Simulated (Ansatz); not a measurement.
CoO: how the energy converges with the cutoff

CoO, P1, a = 2.991 Å, b = 2.974 Å, c = 2.991 Å, α, β, γ = 118.8°, 120.1°, 91.2°. Ansatz: PBEsol, PAW, cutoff varied, Γ-centred 12×12×14 mesh on 2 atoms, Gaussian smearing 0.10 eV; collinear spin, largest moment 2.4 μB. Single points at one geometry with displaced atoms, the cutoff alone changed; ΔE is the energy at zero smearing over the run at 600 eV. The runs up to 350 eV lie under the cutoff recommended for these PAW datasets.

| cutoff (eV) | ΔE (meV/atom) |
| --- | --- |
| 200 | ? |
| 250 | 2898.68 |
| 300 | 527.60 |
| 350 | 71.53 |
| 420 | 5.47 |

Assume ΔE falls exponentially with the cutoff, fit y = ln ΔE against x, the cutoff in eV, to the other rows, and predict the missing value.

y = 7.972, 6.268, 4.270, 1.699. Means x = 330.0, y = 5.0522; Σ(Δx)² = 15800, ΣΔxΔy = -587.5; the slope is their ratio. y = 17.32 − 0.03718 x, a factor of ten per 62 eV. At 200 eV this gives ΔE = 19614.02 meV/atom. The run gave 13394.14, a ratio of 1.46. Between neighbouring rows the decay runs from a factor of ten per 58 eV to one per 75 eV, so one exponential is only a rough guide.

Cost: 6 runs of about 11 core-minutes in all, on Arm Neoverse V2 (shared hosts).